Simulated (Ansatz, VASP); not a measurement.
## One calculation of I, two programs

```
CELL_PARAMETERS angstrom
-2.06114 2.06114 2.06114
2.06114 -2.06114 2.06114
2.06114 2.06114 -2.06114
ATOMIC_POSITIONS crystal
I 0.00000 0.00000 0.00000
```

The real solid is made of molecules; this cell is a model form.

Alike in both runs: task single point; functional r2SCAN; k mesh 8 × 8 × 8; occupations fermi-dirac, width 0.01 eV; no spin polarisation.

```csv
,VASP,Ansatz
version,VASP 6.6.1,Ansatz 0.2.0
potentials or method,"VASP PAW PBE potentials, release 64 (I)","plane waves, PAW"
plane-wave cutoff (eV),520,750
valence electrons in the cell,7,17
```

Ansatz gave:

| Item | Value |
| --- | --- |
| pressure (GPa) | 1.0 |

**Question.** Which values does VASP return?

**Answer.** Pressure (GPa): 0.9.

The two sets of potentials don't hold the same shells in valence.

Caveats: the PAW data sets were made with another functional, which shifts forces and pressure a little (VASP); an odd number of electrons without spin polarisation forces a metal; a magnetic or distorted state may lie lower. Spin-orbit coupling is left out, which matters for the levels of I.
